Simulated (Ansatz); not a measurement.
**SiO2: strain energy, fitted**

SiO2, P4_32_12, a = 4.948 Å, c = 6.878 Å. This isn't the usual stable structure of the compound. Ansatz: LDA, PAW, 420 eV, Γ-centred 6×6×4 mesh on 12 atoms, Gaussian smearing 0.02 eV; no spin polarisation. Series: equal strain along all axes, cell held, atoms relaxed; x is the strain in per cent. y is the free energy over the unstrained cell, V0 = 14.035 Å³/atom.

```
x (%) y (meV/atom)
 -3.0          4.32
 -1.5          0.95
  0.0          0.00
  1.5             ?
  3.0          4.03
```

Fit y = c2 x² + c3 x³ to the other rows, turn c2 into a modulus, and predict the missing energy.

Least squares on the rows shown. y = 0.4624 x² − 0.005121 x³. In eV per unit strain² c2 is 4.624; the stiffness is B for this strain (E = 9/2 B V0 ε², shape held): 2 × 4.624 × 160.2 / (9 × 14.035) = 11.7 GPa. The unstrained cell keeps some stress along the strain, worth a slope of 0.06 meV/atom per %, which the form leaves out. At x = 1.5 the fit asked for gives 1.02 meV/atom. The run gave 1.09 meV/atom, so the fit is 0.07 meV/atom too low, within twice the rms miss on the fitted rows (0.06 meV/atom).